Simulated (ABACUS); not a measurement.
**BN under changes of volume**

One of the cells (9.476 Å³/atom); the others are scaled copies at fixed shape and fractional positions:

```
N B
1.0
     0.00000    3.49532    2.16609
     1.25163    0.00000    2.16609
     1.25163    3.49532    0.00000
N B
1 1
Direct
  0.66665 0.66665 0.33335
  0.00005 0.00005 0.99995
```

Measurements of this composition are mostly on another form, of space group No. 194.

| Quantity | Value |
| --- | --- |
| Program | ABACUS 3.10.1 |
| Functional | PBE |
| Potentials or basis | PseudoDojo NC SR 0.4.1 PBE standard |
| Cutoff | 1143 eV |
| Density cutoff | 4572 eV |
| Basis | plane waves |
| k mesh | 13 × 13 × 13 |
| Occupations | fermi-dirac, width 0.05 eV |
| Spin | no spin polarisation |

```csv
volume (Å³/atom),energy over the lowest point (meV/atom),pressure (GPa),gap on the mesh (eV),largest force (eV/Å)
8.908,?,?,?,?
9.097,19.43,13.2,3.96,0.012
9.287,7.05,7.8,3.94,0.011
9.476,0.75,2.9,3.93,0.010
9.666,0.00,-1.6,3.91,0.009
9.855,4.33,-5.7,3.90,0.008
10.045,13.29,-9.4,3.88,0.007
```

**Question.** What does the run at 8.908 Å³/atom give?

**Answer.** Energy over the lowest point 38.47 meV/atom; pressure 19.1 GPa; gap on the mesh 3.97 eV; largest force 0.013 eV/Å.

Worked out: A Birch-Murnaghan fit of order 3 (a polynomial in V^(-2/3)) to the other rows has its minimum at 9.60 Å³/atom with B0 = V·E''(V) = 224 GPa and B' = 3.5 at fixed shape and positions, which overstates the stiffness. It gives 38.39 meV/atom at 8.908 Å³/atom, against the run's 38.47, and -dE/dV = 19.0 GPa, against 19.1. A straight line through the other rows of the gap, of slope -0.778 eV per unit of ln V, extrapolates to 3.98 eV, against the run's 3.97.

Energies are extrapolated to zero smearing.

Caveats: an odd mesh through Γ misses points on the zone boundary, where band edges often lie.
